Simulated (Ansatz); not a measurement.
# C: the cost of one run

Computed with Ansatz 0.2.0 (DFT PBE, scalar-relativistic, plane waves, PAW, unless a step's input says otherwise).

## 1. The starting structure

The structure is tetragonal, space group I-4m2 (No. 119). The conventional cell has a = 3.606 Å, b = 3.606 Å, c = 6.080 Å, α = 90.00°, β = 90.00°, γ = 90.00°. C (site symmetry -4m2) has 4 C at 1.49 Å as nearest neighbours. C (site symmetry m) is surrounded by 4 C at 1.49 to 1.57 Å.

Structure file:

```
C
1.0
    -1.80319    1.80319    3.03984
     1.80319   -1.80319    3.03984
     1.80319    1.80319   -3.03984
C
5
Direct
  0.00000 0.00000 0.00000
  0.99377 0.78778 0.20599
  0.21222 0.41822 0.20599
  0.21222 0.00623 0.79401
  0.58178 0.78778 0.79401
```

Recipe of the guess: 4-connected net of one element (I-4m2, No. 119). Lengths come from tabulated atomic sizes and are only a guess.

## 2. A first look at the guess

The input, input.yaml:

```yaml
crystal:
  lattice:
    - [-1.80319468, 1.80319468, 3.0398426]
    - [1.80319468, -1.80319468, 3.0398426]
    - [1.80319468, 1.80319468, -3.0398426]
  atoms:
    - { symbol: C, position: [0.0, 0.0, 0.0] }
    - { symbol: C, position: [0.99377024, 0.78777731, 0.20599293] }
    - { symbol: C, position: [0.21222269, 0.41821562, 0.20599293] }
    - { symbol: C, position: [0.21222269, 0.00622976, 0.79400707] }
    - { symbol: C, position: [0.58178438, 0.78777731, 0.79400707] }
basis:
  ecutwfc: 420
kpoints:
  mp_grid: { grid: [6, 6, 6] }
hamiltonian:
  xc: pbe
scf:
  occupations: { method: gaussian, width: 0.1 }
  lower_state_search: "off"
output:
  forces: true
  stress: true
  eigenvalues: true
```

Command:

```
ansatz run input.yaml --threads 1 --pin off --max-ram 2560MiB --backend cpu --events-out ev --progress --plain --runs-dir out
```

**Question.** How long does this run take on 1 thread of Arm Neoverse V2, shared host, and how much memory does it need?

About 1.7 s, with a peak of 0.27 GiB.
